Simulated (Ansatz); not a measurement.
# MgO (P6_3mc) in Ansatz: notebook

Aim: see how the results for MgO move with the level of theory and the settings. Levels: HSE06, PBE0. Tasks: band structure.

All numbers are computed with Ansatz 0.2.0; they aren't measurements. Logs are shortened: lines on timing, memory, paths and dates and some standing lists are left out, and cuts for length are marked.

**1. The structure**

The structure is hexagonal, space group P6_3mc (No. 186). Conventional cell: a = 3.308 Å, b = 3.308 Å, c = 4.983 Å, α = 90.00°, β = 90.00°, γ = 120.00°. Around Mg (site symmetry 3m) lie 4 O at 1.97 to 1.99 Å. Around O (site symmetry 3m) lie 4 Mg at 1.97 to 1.99 Å.

Measurements of this composition are mostly on another form, of space group No. 225.

**2. Band structure, HSE06**

Contents of input:

```
crystal:
  lattice:
    - [3.3077869865, 0.0, 0.0]
    - [-1.6538934933, 2.8646275606, 0.0]
    - [0.0, 0.0, 4.98288167]
  atoms:
    - { symbol: Mg, position: [0.6666666667, 0.3333333333, 0.50215974] }
    - { symbol: Mg, position: [0.3333333333, 0.6666666667, 0.00215974] }
    - { symbol: O, position: [0.6666666667, 0.3333333333, 0.90244026] }
    - { symbol: O, position: [0.3333333333, 0.6666666667, 0.40244026] }
hamiltonian:
  xc: hse06
  pseudopotentials: { kind: paw }
kpoints:
  mp_grid: { grid: [6, 6, 4] }
  band_path:
    path:
      - [[0.0, 0.0, 0.0], [0.5, 0.0, 0.0], [0.3333333333, 0.3333333333, 0.0], [0.0, 0.0, 0.0], [0.0, 0.0, 0.5], [0.5, 0.0, 0.5], [0.3333333333, 0.3333333333, 0.5], [0.0, 0.0, 0.5]]
      - [[0.5, 0.0, 0.5], [0.5, 0.0, 0.0]]
      - [[0.3333333333, 0.3333333333, 0.0], [0.3333333333, 0.3333333333, 0.5]]
    npoints: 4
scf:
  occupations: { method: fermi_dirac, width: 0.05 }
  n_extra_bands: 10
output:
  forces: true
  stress: true
  eigenvalues: true
  fatbands: false
```

Potentials or basis: Ansatz PAW.

What it wrote:

```text
Warning: output.stress: scf.convergence.dr2_threshold = 1e-7 eV (the SCF's general default) is looser than the 4e-10 eV advised for a printed stress (1e-10 eV for each atom of the cell: 4). What an SCF threshold leaves in a stress goes as its square root, and in the free energy as the threshold itself, and one threshold admits the most on a small cell: of the crystals measured, under no hybrid functional and no lock of the moments, on runs that ended without the residual-converged pass, on stresses that held no estimate of that error, the worst erred by over 100 MPa in a component at 1e-7 eV an atom and by under 5 at 1e-10. Set scf.convergence.dr2_threshold to 4e-10 eV or tighter. The threshold is an SCF's pass mark: one that does not reach it within its budget of iterations ends unconverged, or closes short of it on a stop that the run arms, and scf.convergence.dr2_threshold's page says what that costs each kind of run
Warning: output.stress: scf.exx.energy_threshold = 1e-6 eV is looser than the 4e-8 eV advised for a stress under a hybrid functional (1e-8 eV for each atom of the cell: 4). Every SCF of the exchange loop can meet its threshold on dr2 while the loop round them stops early: no threshold on dr2 bounds what that leaves in the stress. Set scf.exx.energy_threshold to 4e-8 eV or tighter. The threshold is the loop's pass mark: a loop that does not reach it within its budget of cycles ends unconverged, and scf.exx.energy_threshold's page has the law
scf.n_extra_bands = 10 over 16 filled bands (N_el = 32.0): the run solves 26 bands
GPUs: using 1 of 1 available (devices: 1).
Engine: ansatz 0.2.0, x86_64-unknown-linux-gnu
Pseudopotentials: kind: paw
Pseudopotential: Mg, paw, valence charge 10, recommended cutoff 420 eV (normal), Mg.paw.azcp
Pseudopotential: O, paw, valence charge 6, recommended cutoff 420 eV (normal), O.paw.azcp
Functional definition: HSE06
  parameter a = 0.25
  parameter omega = 0.11/bohr
  exchange = pbe_x - a*pbe_x_sr(omega) + a*exact_x_sr(omega)
  correlation = pbe_c
device memory: the entry about to start is reckoned to put 0.6 GiB on a device that reports 63.7 GiB free (of which the cap on the GPU budget leaves the run 18.0 GiB)
GPU FFT provider: cuFFT
GPU libraries: cuBLAS 13.8.2, cuFFT 12.4.0, cuSOLVER 12.3.4
Crystal: 4 atoms, lattice volume = 47.216 Å³
Basis set: ecut = 420 eV, 929 PW (Γ), exchange–correlation on 48×48×72 points (8 copies of the dense FFT grid, shifted against one another)
Bands: 26, of which v1, the nominal top of the filled ones, is band 16 counted from 1 (15 counted from 0)
Symmetry: 12 space group operations
Space group: P63mc (ITA 186), of the structure as read, at distance tolerance 3.6e-5 Å
k-points: 21 of 144 (time reversal used)
Non-local potential: Mg, projectors of the file, l = 0: 3, l = 1: 2, l = 2: 1
Non-local potential: O, projectors of the file, l = 0: 2, l = 1: 2, l = 2: 1
PAW form: soft (Blöchl's): semilocal exchange-correlation on the pseudo side does not see the compensation charge
PAW frozen core: Mg, regenerated for the run's functional, and the local potential with it (the file was generated under x = pbe(κ = 0.804, μ = 0.2195149727645171), c = pbe(β = 0.06672455060314922))
PAW frozen core: O, regenerated for the run's functional, and the local potential with it (the file was generated under x = pbe(κ = 0.804, μ = 0.2195149727645171), c = pbe(β = 0.06672455060314922))
PAW one-centre angular grid: Mg, 110 points (default); XC on 96 Gauss nodes
PAW one-centre angular grid: O, 110 points (default); XC on 96 Gauss nodes
Initial density: superposition of atomic densities (neutral atoms: chi_scale 0, normalization atom), corrected by the library's trained network
Initial wavefunctions: pseudopotential atomic-orbital guess
GPU buffer pool allocated for 20736 grid points (all kernels)
GPU transforms: local potential and band sums: pruned to the plane-wave sphere, on 24×24×36
Functional: x = pbe(κ = 0.804, μ = 0.2195149727645171), c = pbe(β = 0.06672455060314922), warm-up for x = pbe(κ = 0.804, μ = 0.2195149727645171) + 0.25 (exact − pbe) at short range (hse, ω = 0.20786987370883472 Å⁻¹), c = pbe(β = 0.06672455060314922); HSE06 as pw.x's `hse` composes it (authors' and Libxc's form: `xc: wpbeh`)
SCF iter   1: F=—  HF=-4987.992759 eV  |F-HF|=—  |Δ(HF+E_count)|=         —  Δρ=1.22e-3  dr2=5.81e-4  ethr=1.77e-3  ⟨swp⟩=2.1  Hψ=3758  notcnv=0
preconditioner: auto → none  [insulator: Δε(μ)=3.469 eV  Ē_g=18.173 eV  σ=0.050 eV  W_gap=1.00  n_scr=22 (ndim 8)  ℏωp=21.6 eV  f_vac=0.033  D(μ)=0.00/eV (n_scr^D=0)]
SCF iter   2: F=-4987.992365 eV  HF=-4987.992542 eV  |F-HF|=1.77e-4  |Δ(HF+E_count)|=   2.17e-4  Δρ=7.31e-4  dr2=1.47e-4  ethr=1.81e-6  ⟨swp⟩=4.2  Hψ=1201  notcnv=0  defer=1
SCF 1 stopped early in 2 iterations: F = -4987.992365 eV  dr2 = 1.47e-4
device memory: the entry about to start is reckoned to put 1.2 GiB on a device that reports 62.5 GiB free (of which the cap on the GPU budget leaves the run 18.0 GiB)
GPU FFT provider: cuFFT
GPU libraries: cuBLAS 13.8.2, cuFFT 12.4.0, cuSOLVER 12.3.4
Initial density: handed on by an earlier stage of this run
Initial wavefunctions: those handed on with the density
GPU buffer pool allocated for 20736 grid points (all kernels)
GPU transforms: local potential and band sums: pruned to the plane-wave sphere, on 24×24×36
Functional: x = pbe(κ = 0.804, μ = 0.2195149727645171) + 0.25 (exact − pbe) at short range (hse, ω = 0.20786987370883472 Å⁻¹), c = pbe(β = 0.06672455060314922); HSE06 as pw.x's `hse` composes it (authors' and Libxc's form: `xc: wpbeh`)
Exchange kernel: α = 0.2500, screened, ω = 0.2079 Å⁻¹, Wigner–Seitz truncation, v(0) = 1044.7337 eV·Å³, q-mesh 6×6×4, nearest image of the exchange supercell L = 19.85 Å, pair-density grid 15×15×24, without the augmentation charges, whose exchange is taken in its separable form by FFT convolution over the k-point mesh (sized by the pseudopotential files, 20×20×36 at the most), smooth part of the exact exchange by density-matrix convolution in up to 1.86 GiB of GPU memory as planned if the GPU has room (build and FFT work areas not counted)
Frozen-core exchange: fock
SCF iter   1: F=—  HF=-4988.320663 eV  |F-HF|=—  |Δ(HF+E_count)|=         —  Δρ=7.25e-3  dr2=2.16e-2  ethr=4.58e-6  ⟨swp⟩=5.7  Hψ=2362  notcnv=0
preconditioner: auto → none  [insulator: Δε(μ)=5.073 eV  Ē_g=20.618 eV  σ=0.050 eV  W_gap=1.00  n_scr=22 (ndim 8)  ℏωp=21.6 eV  f_vac=0.034  D(μ)=0.00/eV (n_scr^D=0)]
SCF iter   2: F=—  HF=-4988.313617 eV  |F-HF|=—  |Δ(HF+E_count)|=   7.05e-3  Δρ=4.37e-3  dr2=3.64e-3  ethr=4.58e-6  ⟨swp⟩=4.0  Hψ=1482  notcnv=0
SCF iter   3: F=—  HF=-4988.319778 eV  |F-HF|=—  |Δ(HF+E_count)|=   6.16e-3  Δρ=1.80e-3  dr2=1.46e-3  ethr=4.58e-6  ⟨swp⟩=3.1  Hψ=938  notcnv=0
iter 4 solved again at ethr=2.14e-7 eV; its pass at ethr=4.42e-6 eV (dr2=6.83e-5 eV) is discarded
SCF iter   4: F=—  HF=-4988.319368 eV  |F-HF|=—  |Δ(HF+E_count)|=   4.10e-4  Δρ=3.50e-4  dr2=9.58e-5  ethr=2.14e-7  ⟨swp⟩=2.2  Hψ=1781  notcnv=0
SCF iter   5: F=—  HF=-4988.319474 eV  |F-HF|=—  |Δ(HF+E_count)|=   1.07e-4  Δρ=2.66e-4  dr2=3.67e-5  ethr=2.09e-7  ⟨swp⟩=2.2  Hψ=894  notcnv=0
SCF iter   6: F=-4988.319466 eV  HF=-4988.319466 eV  |F-HF|=4.96e-7  |Δ(HF+E_count)|=   8.03e-6  Δρ=5.96e-5  dr2=1.05e-6  ethr=9.69e-8  ⟨swp⟩=3.1  Hψ=1233  notcnv=0
SCF 2 stopped early in 6 iterations: F = -4988.319466 eV  dr2 = 1.05e-6
  Residual-converged pass: ⟨swp⟩=4.0  Hψ=1464  notcnv=0  max |occ|·‖R‖ = 5.7e-6 eV (tolerance 6.7e-6 eV)  dr2=1.07e-6  dr2_onsite=5.10e-8  max |Δocc| = 0.0e0
hybrid outer 1: dexx = +7.555e-3 eV, tail = 6.82e-5 eV
GPU FFT provider: cuFFT
GPU libraries: cuBLAS 13.8.2, cuFFT 12.4.0, cuSOLVER 12.3.4
GPU buffer pool allocated for 20736 grid points (all kernels)
GPU transforms: local potential and band sums: pruned to the plane-wave sphere, on 24×24×36
Exchange kernel: α = 0.2500, screened, ω = 0.2079 Å⁻¹, Wigner–Seitz truncation, v(0) = 1044.7337 eV·Å³, q-mesh 6×6×4, nearest image of the exchange supercell L = 19.85 Å, pair-density grid 15×15×24, without the augmentation charges, whose exchange is taken in its separable form by FFT convolution over the k-point mesh (sized by the pseudopotential files, 20×20×36 at the most), smooth part of the exact exchange by density-matrix convolution in up to 1.86 GiB of GPU memory as planned if the GPU has room (build and FFT work areas not counted)
Frozen-core exchange: fock
SCF iter   1: F=—  HF=-4988.319368 eV  |F-HF|=—  |Δ(HF+E_count)|=         —  Δρ=4.58e-5  dr2=4.50e-7  ethr=1.07e-6  ⟨swp⟩=3.9  Hψ=1232  notcnv=0
preconditioner: auto → none  [insulator: Δε(μ)=5.076 eV  Ē_g=20.573 eV  σ=0.050 eV  W_gap=1.00  n_scr=22 (ndim 8)  ℏωp=21.6 eV  f_vac=0.049  D(μ)=0.00/eV (n_scr^D=0)]
SCF iter   2: F=—  HF=-4988.319368 eV  |F-HF|=—  |Δ(HF+E_count)|=   1.82e-7  Δρ=1.58e-5  dr2=6.64e-8  ethr=1.32e-9  ⟨swp⟩=4.1  Hψ=1433  notcnv=0
SCF iter   3: F=—  HF=-4988.319368 eV  |F-HF|=—  |Δ(HF+E_count)|=   1.12e-8  Δρ=5.03e-6  dr2=5.14e-9  ethr=1.80e-10  ⟨swp⟩=3.4  Hψ=1040  notcnv=0  defer=1
SCF iter   4: F=-4988.319368 eV  HF=-4988.319368 eV  |F-HF|=2.48e-9  |Δ(HF+E_count)|=   3.32e-8  Δρ=2.91e-6  dr2=2.55e-9  ethr=1.21e-11  ⟨swp⟩=4.6  Hψ=1703  notcnv=0
SCF 3 converged in 4 iterations: F = -4988.319368 eV  dr2 = 2.55e-9
  Residual-converged pass: ⟨swp⟩=3.0  Hψ=917  notcnv=0  max |occ|·‖R‖ = 6.2e-7 eV (tolerance 6.3e-7 eV)  dr2=2.55e-9  dr2_onsite=5.33e-10  max |Δocc| = 0.0e0
hybrid outer 2: dexx = +2.364e-7 eV, tail = 2.48e-8 eV, Δε = 1.80e-3 eV (about 7.21e-5 eV left of the loop's levels), ΔF = 7.73e-4 eV/Å (tail 3.91e-4)
device memory: the entry about to start is reckoned to put 0.5 GiB on a device that reports 63.6 GiB free (of which the cap on the GPU budget leaves the run 18.0 GiB)
NSCF: frozen V_eff on 39 k-points, pencils in batches of 32, up to order 116
hybrid SCF converged: 2 outer / 10 inner (+2 warm-up), last move |dexx| = 2.36e-7 eV, tail = 2.48e-8 eV
Stability not checked: this state was not tested for a lower state beside it, because the functional holds exact exchange (a hybrid, or Hartree-Fock), whose exchange loop this test does not read (fock_operator; see scf.lower_state_search)
Free energy (F): -4988.319368 eV
Frozen-core exchange: fock
Harris-Foulkes:  -4988.319368 eV  (|F-HF|=2.48e-9)
Internal energy: -4988.319368 eV  (E = F + TS)
E sigma→0 (E₀):  -4988.319368 eV
Fermi energy:    6.403078 eV
--- Per-component energies (eV) ---
  E_band       = -761.717959
  E_kinetic    = 510.979725
  E_local      = -3732.844214  (includes V_loc(G=0)·N_el)
  E_nonlocal   = 282.632653
  E_hartree    = 1333.037067
  E_xc         = -168.696889
  E_vxc        = -214.040476  (∫ρ·V_xc dr)
  E_exx        = -142.733223  (= α·E_x^exact, valence–valence)
  E_paw        = -797.603541  (= ΣΔE_a)
  E_vpaw       = 10.943798  (= ΣTr[D̂ρ^β])
  E_aug_tail   = 0.004902  (compensation charges beyond the density's cutoff)
  E_ewald      = -2272.972765
  E_core_change = -0.123082  (= ΣΔE_core)
  E_smearing   = -0.000000  (= −TS)
  E_closure    = -0.000000  (closes the sum)
  Σ components = -4988.319368   (vs F -4988.319368, Δ=0.00e0)
--- Forces (eV/Å), atoms counted from 1 ---
  atom   1  Mg     0.00000000    -0.00000000     0.03336437
  atom   2  Mg    -0.00000000     0.00000000     0.03336437
  atom   3  O     -0.00000000    -0.00000000    -0.03338460
  atom   4  O     -0.00000000     0.00000000    -0.03338460
  max |Σ_I F_I| component: 4.05e-5 eV/Å
--- Stress (GPa, compression-positive) ---
       -0.739671       0.000000      -0.000000
       -0.000000      -0.739671      -0.000000
       -0.000000      -0.000000      -0.236373
  P = ⅓ Tr σ = -0.5719 GPa (-5.719 kbar)
--- Band table (eV; the first three rows and the last of 21) ---
  k-point 0: bands = ["-72.3286", "-72.3240", "-37.2762", "-37.2261", "-37.2214", "-37.2214", "-37.2123", "-37.2123", "-13.9179", "-13.0516", "0.3747", "2.9964", "2.9964", "3.3729", "3.3729", "3.8524", "8.9284", "14.1976", "16.1749", "19.8745", "19.8745", "21.7615", "22.3757", "22.3757", "23.2025", "23.2025"]
  k-point 1: bands = ["-72.3279", "-72.3247", "-37.2689", "-37.2335", "-37.2201", "-37.2201", "-37.2136", "-37.2136", "-13.7976", "-13.1857", "0.7424", "3.0494", "3.0494", "3.0841", "3.3155", "3.3155", "9.8146", "13.2317", "17.1601", "19.9217", "19.9217", "21.0051", "21.4105", "21.4105", "23.9899", "23.9899"]
  k-point 2: bands = ["-72.3263", "-72.3263", "-37.2512", "-37.2512", "-37.2168", "-37.2168", "-37.2168", "-37.2168", "-13.4985", "-13.4985", "1.7533", "1.7533", "3.1807", "3.1807", "3.1807", "3.1807", "11.5335", "11.5335", "19.0445", "19.0445", "20.3668", "20.3668", "20.3668", "20.3668", "25.7733", "25.7733"]
  k-point 20: bands = ["-72.3245", "-72.3245", "-37.2621", "-37.2621", "-37.2324", "-37.2324", "-37.2268", "-37.2268", "-13.0230", "-13.0230", "1.0416", "1.0416", "1.6140", "1.6140", "3.4251", "3.4251", "14.0781", "14.0781", "15.6490", "15.6490", "18.7824", "18.7824", "21.7199", "21.7199", "24.6966", "24.6966"]
```

Run time: 27 s. Hardware: 1 × NVIDIA H100 80GB HBM3 with 2 threads of AMD EPYC 7R13 (Zen 3), shared host; peak memory 2 GiB.

What came out:

```yaml
Free_energy: -4988.3194 eV
Pressure: -0.6 GPa
Largest_force: 0.033 eV/Å
Band_gap_on_the_k_mesh: 5.08 eV, direct
Band_gap_along_the_path: 5.08 eV, direct
```

Forces on the atoms (eV/Å):
```
Mg   0.000  0.000  0.033
Mg   0.000  0.000  0.033
O    0.000  0.000 -0.033
O    0.000  0.000 -0.033
```

Levels at the corners of the path, in eV from the valence-band top:
```tsv
point	band 12	band 13	band 14	band 15	band 16	band 17	band 18	band 19	band 20	band 21
Γ	-0.86	-0.86	-0.48	-0.48	0.00	5.08	10.35	12.32	16.02	16.02
M	-2.33	-1.88	-1.42	-0.88	-0.56	9.50	9.84	11.05	12.72	14.92
K	-2.07	-2.07	-1.39	-1.30	-1.30	10.04	10.05	12.09	12.09	15.13
Γ	-0.86	-0.86	-0.48	-0.48	0.00	5.08	10.35	12.32	16.02	16.02
A	-2.10	-0.67	-0.67	-0.67	-0.67	7.68	7.68	15.19	15.19	16.51
L	-3.34	-1.02	-1.02	-0.77	-0.77	9.08	9.08	12.81	12.81	15.65
H	-2.81	-2.24	-2.24	-0.43	-0.43	10.23	10.23	11.80	11.80	14.93
A	-2.10	-0.67	-0.67	-0.67	-0.67	7.68	7.68	15.19	15.19	16.51
L	-3.34	-1.02	-1.02	-0.77	-0.77	9.08	9.08	12.81	12.81	15.65
M	-2.33	-1.88	-1.42	-0.88	-0.56	9.50	9.84	11.05	12.72	14.92
K	-2.07	-2.07	-1.39	-1.30	-1.30	10.04	10.05	12.09	12.09	15.13
H	-2.81	-2.24	-2.24	-0.43	-0.43	10.23	10.23	11.80	11.80	14.93
```

Caveat: the pressure holds a Pulay correction of +0.3 GPa for the finite cutoff; the PAW data sets come from PBE, with cores solved anew for the run's functional, which leaves a small shift of forces and pressure; the thresholds are loose for stress.

**3. Band structure, PBE0**

Edit input of step 2 so:

```diff
@@ -11,3 +11,3 @@
 hamiltonian:
-  xc: hse06
+  xc: pbe0
   pseudopotentials: { kind: paw }
@@ -29 +29,5 @@
   fatbands: false
+  write_density: true
+  write_potential: true
+  elf: true
+  volumetric_format: npy
```

Potentials or basis: Ansatz PAW.

Run time: 24 s. Hardware: 1 × NVIDIA H100 80GB HBM3 with 2 threads of AMD EPYC 7R13 (Zen 3), shared host; peak memory 1.9 GiB.

The run converged. Its results:

| Quantity | Value |
| --- | --- |
| Free energy | -4988.8152 eV |
| Pressure | -0.6 GPa |
| Largest force | 0.032 eV/Å |
| Band gap on the k mesh | 5.79 eV, direct |
| Band gap along the path | 5.79 eV, direct |

Forces in eV/Å, atoms in the order of the input:
```
Mg   0.000  0.000  0.032
Mg   0.000  0.000  0.032
O    0.000  0.000 -0.032
O    0.000  0.000 -0.032
```

Stress tensor (GPa, compression positive):
```
-0.74  0.00  0.00
 0.00 -0.74  0.00
 0.00  0.00 -0.26
```

Levels at the corners of the path, in eV from the valence-band top:
```csv
point,band 14,band 15,band 16,band 17,band 18,band 19
Γ,-0.48,-0.48,0.00,5.79,11.10,13.08
M,-1.43,-0.90,-0.57,10.24,10.59,11.80
K,-1.41,-1.32,-1.32,10.77,10.80,12.86
Γ,-0.48,-0.48,0.00,5.79,11.10,13.08
A,-0.68,-0.68,-0.68,8.42,8.42,15.96
L,-1.03,-0.79,-0.79,9.82,9.82,13.57
H,-2.27,-0.44,-0.44,10.97,10.97,12.56
A,-0.68,-0.68,-0.68,8.42,8.42,15.96
L,-1.03,-0.79,-0.79,9.82,9.82,13.57
M,-1.43,-0.90,-0.57,10.24,10.59,11.80
K,-1.41,-1.32,-1.32,10.77,10.80,12.86
H,-2.27,-0.44,-0.44,10.97,10.97,12.56
```

Caveat: the pressure holds a Pulay correction of +0.3 GPa for the finite cutoff; the PAW data sets come from PBE, with cores solved anew for the run's functional, which leaves a small shift of forces and pressure; the thresholds are loose for stress.
